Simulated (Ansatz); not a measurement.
**Titanium, beta-Sn type under PBE: from relaxation to bulk modulus**

Aim: take titanium in the beta-Sn type structure, relax it, solve it on a dense k-mesh, then scale the cell to 7 volumes from 88 to 112 % of the relaxed one and try a fit of the equation of state. The start is ferromagnetic. The k-meshes are 13×13×9 for the relaxation; 20×20×11 for the dense run; 20×20×11 for the volumes.

Computed with Ansatz 0.2.0 (DFT PBE, plane waves (420 eV) with PAW, scalar-relativistic, unless a step says otherwise).

### 1 Starting point

The structure is tetragonal, space group I4_1/amd (No. 141). Conventional cell: a = 5.140 Å, b = 5.140 Å, c = 2.807 Å, α = 90.00°, β = 90.00°, γ = 90.00°. Around Ti (site symmetry -4m2) lie 6 Ti at 2.66 to 2.81 Å.

Coordinates:

```xyz
2
Lattice="-2.5702 2.5702 1.4033 2.5702 -2.5702 1.4033 2.5702 2.5702 -1.4033" Properties=species:S:1:pos:R:3 pbc="T T T"
Ti    0.0000    0.0000    0.0000
Ti    0.0000    2.5702    0.7017
```

The atoms start with moments of +1 ×2 μB.

### 2 Relaxation of the cell

Input file input.yaml:

```yaml
crystal:
  lattice:
    - [-2.5702241168, 2.5702241168, 1.4033423678]
    - [2.5702241168, -2.5702241168, 1.4033423678]
    - [2.5702241168, 2.5702241168, -1.4033423678]
  atoms:
    - { symbol: Ti, position: [0.0, 0.0, 0.0], spin: 1.0 }
    - { symbol: Ti, position: [0.75, 0.25, 0.5], spin: 1.0 }
hamiltonian:
  xc: pbe
  pseudopotentials:
    kind: paw
    azcp:
      Ti: "pseudopotentials/Ti.paw.azcp"
basis:
  ecutwfc: 420
  fft_grid_basis: typed
kpoints:
  mp_grid: { grid: [13, 13, 9], shift: [0, 0, 0] }
magnetization:
  spin_polarized: true
scf:
  occupations: { method: fermi_dirac, width: 0.05 }
relax:
  max_steps: 60
  f_tol: 0.01
  cell: {}
```

The runs that follow: The energy on a finer k-mesh; The cell scaled to 88 % of its volume; The cell scaled to 92 % of its volume; The cell scaled to 96 % of its volume; The cell scaled to 100 % of its volume; The cell scaled to 104 % of its volume; The cell scaled to 108 % of its volume; The cell scaled to 112 % of its volume.

Before running it: what results should come out? Wanted: space group; conventional cell; volume; shortest distance; gap on the mesh; magnetic state; V₀, B₀, B₀′.

The runs gave:

```
                      quantity                                   value
space group (spins left aside)                      P6_3/mmc (No. 194)
             conventional cell  a = 2.937 Å, c = 4.656 Å (c/a = 1.585)
                        volume                          17.395 Å³/atom
             shortest distance                                 2.880 Å
               gap on the mesh            none (levels filled in part)
                magnetic state                            non-magnetic
                   V₀, B₀, B₀′            17.387 Å³/atom, 112 GPa, 3.6
```

**Reading.** The relaxation shrank the cell by 6.2 % in volume. The cell has left its prototype: it ends as hcp. What follows belongs to that structure, not to the type named at the start. The mesh has less symmetry than the lattice, which may have let the distortion in. The moments die out: the run ends non-magnetic. No gap shows: it is a metal or semimetal at this level. The fitted modulus is 112 GPa; letting shape and positions relax at each volume could only lower it.
